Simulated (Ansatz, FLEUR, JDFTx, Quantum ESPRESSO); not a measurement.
One calculation of C, 4 ways

```
C
1.0
     0.00000    1.78337    1.78337
     1.78337    0.00000    1.78337
     1.78337    1.78337    0.00000
C
2
Direct
  0.75000 0.75000 0.75000
  0.50000 0.50000 0.50000
```

Alike in all runs: task equation of state; functional PBEsol; k mesh 13 × 13 × 13; occupations fermi-dirac, width 0.05 eV; no spin polarisation; no spin-orbit coupling.

```tsv
program and potentials	plane-wave cutoff (eV)	notes	equilibrium volume (Å³/atom)	bulk modulus (GPa)
JDFTx, PseudoDojo-SR-PBEsol-0.4.1-standard	1116	-	5.63	449.2
FLEUR, all-electron, FLAPW	-	-	5.61	450.2
Quantum ESPRESSO, PseudoDojo 0.4.1 SR PBEsol standard	1116	-	5.63	449.2
Ansatz, all-electron LAPW, scalar-relativistic	-	-	5.61	450.3
```

The equilibrium volume spans 5.61 (Ansatz, all-electron LAPW, scalar-relativistic) to 5.63 Å³/atom (JDFTx, PseudoDojo-SR-PBEsol-0.4.1-standard), with all-electron results at 5.61. The bulk modulus spans 449.2 (JDFTx, PseudoDojo-SR-PBEsol-0.4.1-standard) to 450.3 GPa (Ansatz, all-electron LAPW, scalar-relativistic), with all-electron results at 450.2 to 450.3.

The functional is the same throughout but for its coding, so the spread measures potentials, basis and numerics; runs on potential files found faulty are left out.

All four runs describe the same very stiff, compact solid, and the small differences follow the treatment of the core rather than the program. The two pseudopotential calculations coincide at 5.63 Å³/atom and 449.2 GPa, while both all-electron ones give 5.61 Å³/atom and a marginally higher bulk modulus. The direction is consistent, since a slightly larger equilibrium volume normally goes with a softer lattice. The offset probably comes from the construction of the carbon pseudopotential, which both plane-wave runs appear to share, so their agreement says little about its accuracy.

The stiffness itself reflects the bonding in diamond. Carbon has no p shell in its core, so its 2p orbitals are compact and overlap strongly with 2s–2p hybrids on neighbouring atoms. The four valence electrons per atom fill the bonding states and leave the antibonding ones empty, so compression meets a steep rise in kinetic energy and Pauli repulsion. A close comparison with experiment would also need zero-point motion, which expands and softens a lattice of such light atoms.
